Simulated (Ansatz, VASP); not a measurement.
# CdF2: VASP beside Ansatz

```
Cd F
1.0
     0.00000    2.80176    2.69400
     2.58624    0.00000    2.69400
     2.58624    2.80176    0.00000
Cd F
1 2
Cartesian
  0.0000 0.0000 0.0000
  1.2931 1.4009 1.3470
  3.8794 4.2026 4.0410
```

Change from the starting cell: strain -0.0400 x Voigt [1, -1, 0, 0, 0, 0], atoms carried along.

Alike in both runs: task single point; functional PBEsol; k mesh 8 × 8 × 8; occupations gaussian, width 0.05 eV; no spin polarisation.

|  | VASP | Ansatz |
| --- | --- | --- |
| version | VASP 6.6.1 | Ansatz 0.2.0 |
| potentials or method | VASP PAW PBE potentials, release 64 (Cd, F) | scalar-relativistic, plane waves, PAW |
| plane-wave cutoff (eV) | 520 | 420 |
| valence electrons in the cell | 26 | 34 |

```tsv
	VASP	Ansatz	Ansatz less VASP
gap on the k mesh at the Fermi level (eV)	2.77	2.80	+0.033
least direct gap on the mesh (eV)	3.25	3.28	+0.030
pressure (GPa)	0.7	-0.1	-0.78
largest component of the traceless stress (GPa)	4.51	4.58	+0.072
```

The two sets of potentials don't hold the same shells in valence.

Caveats: the PAW data sets were made with another functional, which shifts forces and pressure a little (VASP). A k mesh can miss the band edges.
